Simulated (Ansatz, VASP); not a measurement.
**K: VASP beside Ansatz**

The input INCAR:

```
PREC = Accurate
ENCUT = 520
EDIFF = 1E-7
ISMEAR = -1
SIGMA = 0.05
LREAL = False
LASPH = True
NELM = 100
ALGO = Normal
ISIF = 2
LWAVE = False
LCHARG = False
GGA = PE
NBANDS = 10
```

Contents of KPOINTS:

```
Automatic mesh
0
Gamma
  3 3 6
```

File POSCAR:

```
K
1.0
   10.0796055900      0.0000000000      0.0000000000
    0.0000000000     10.0796055900      0.0000000000
    0.0000000000      0.0000000000      4.3245983300
K
1
Direct
    0.0000000000      0.0000000000      0.0000000000
```

input.yaml

```yaml
crystal:
  lattice:
    - [10.07960559, 0.0, 0.0]
    - [0.0, 10.07960559, 0.0]
    - [0.0, 0.0, 4.32459833]
  atoms:
    - { symbol: K, position: [0.0, 0.0, 0.0] }
hamiltonian:
  xc: pbe
  pseudopotentials: { kind: paw }
kpoints:
  mp_grid: { grid: [3, 3, 6] }
scf:
  occupations: { method: fermi_dirac, width: 0.05 }
output:
  forces: true
  stress: true
  eigenvalues: true
```

This isn't the form of K at room conditions, which is bcc.

Alike in both runs: task single point; functional PBE; k mesh 3 × 3 × 6; occupations fermi-dirac, width 0.05 eV; no spin polarisation.

|  | VASP | Ansatz |
| --- | --- | --- |
| version | VASP 6.6.1 | Ansatz 0.2.0 |
| potentials or method | VASP PAW PBE potentials, release 64 (K_sv) | Ansatz PAW |
| plane-wave cutoff (eV) | 520 | 420 |
| valence electrons in the cell | 9 | 9 |

|  | VASP | Ansatz | Ansatz less VASP |
| --- | --- | --- | --- |
| gap on the k mesh at the Fermi level (eV) | none | none | - |
| pressure (GPa) | 0.0 | 0.0 | 0.00 |

A gap of «none» marks a metal or a gap that the smearing closes.
